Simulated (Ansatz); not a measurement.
PbO in the rocksalt structure (r2SCAN geometry), in Ansatz:

```yaml
crystal:
  lattice:
    - [0.00000, 2.60652, 2.60652]
    - [2.60652, 0.00000, 2.60652]
    - [2.60652, 2.60652, 0.00000]
  atoms:
    - { symbol: Pb, position: [0.00000, 0.00000, 0.00000] }
    - { symbol: O, position: [0.50000, 0.50000, 0.50000] }
```

G0W0@PBE with 194 empty bands, a screening cutoff of 180 eV and a 6×6×6 mesh (PAW, contour deformation) gives 0.689 eV over the mesh points, from a PBE gap of 0.553 eV; it sums over 204 bands with 181 plane waves in the screening and a wave cutoff of 420 eV. G0W0 values are finite-basis, finite-mesh values. No spin polarisation and no zero-point or thermal motion; the cell was built from a prototype and may be hypothetical.

Task: Estimate the gap with potentials of the kind norm-conserving.

Result: 0.701 eV (+0.012 eV), from a Kohn-Sham gap of 0.547 eV.

Task: Another run gave a Kohn-Sham gap of 0.553 eV and a G0W0 gap of 0.762 eV, summing over 90 bands with 65 plane waves in the screening and a wave cutoff of 420 eV. What was changed?

Result: Empty bands 80, screening cutoff 100 eV. The counts of bands and plane waves show it.

Task: Estimate the gap with mesh 8×8×8, empty bands 57, screening cutoff 80 eV.

Result: 0.715 eV (+0.026 eV), from a Kohn-Sham gap of 0.560 eV.

Spin-orbit coupling is left out; in compounds of Pb, Bi, Tl or Hg it can lower a gap by up to about 1 eV, split its edges or invert the bands.
